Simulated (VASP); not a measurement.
A run of VASP 6.6.1:

Contents of INCAR:

```
PREC = Accurate ; ENCUT = 520
EDIFF = 1E-6 ; ISMEAR = 0
SIGMA = 0.03 ; LREAL = F
LASPH = T ; NELM = 80
ALGO = Normal ; ISIF = 2
LWAVE = F ; LCHARG = F
GGA = PS ; NBANDS = 16
ICORELEVEL = 1
```

The input KPOINTS:

```
Automatic mesh
0
Gamma
  12 12 5
```

The input POSCAR:

```
AlN                                     
1.0
    3.1128054197      0.0000000000      0.0000000000
   -1.5564027149      2.6957685691      0.0000000000
    0.0000000000      0.0000000000      4.9828442801
  Al              N             
     2     2
Direct
     0.3333333300000021    0.6666666699999979    0.9965264876574235
     0.6666666699999979    0.3333333300000021    0.4965264876574234
     0.3333333300000021    0.6666666699999979    0.3784735123425766
     0.6666666699999979    0.3333333300000021    0.8784735123425765
```

KPOINTS_OPT

```
explicit points
141
Reciprocal
 0.0000000000  0.0000000000  0.0000000000 1
 0.0357142857  0.0000000000  0.0000000000 1
 0.0714285714  0.0000000000  0.0000000000 1
 0.1071428571  0.0000000000  0.0000000000 1
 0.1428571429  0.0000000000  0.0000000000 1
 0.1785714286  0.0000000000  0.0000000000 1
[... 133 lines left out ...]
 0.5000000000  0.0000000000  0.5000000000 1
 0.5000000000  0.0000000000  0.0000000000 1
```

Potentials or basis: VASP PAW PBE potentials, release 64 (Al, N).

Command:

```bash
$ cat potpaw_PBE.64/Al/POTCAR potpaw_PBE.64/N/POTCAR > POTCAR
$ mpirun -np 1 vasp_std > vasp.out
```

Hardware: 1 thread of Intel(R) Xeon(R) Platinum 8488C (Sapphire Rapids) (shared host).

Problem. Estimate the wall time of this run.

Solution. Run time: 31 s on 1 thread of Intel(R) Xeon(R) Platinum 8488C (Sapphire Rapids), on a shared host, peak memory 0.18 GiB. Counts: scf iterations 36, k points 57.
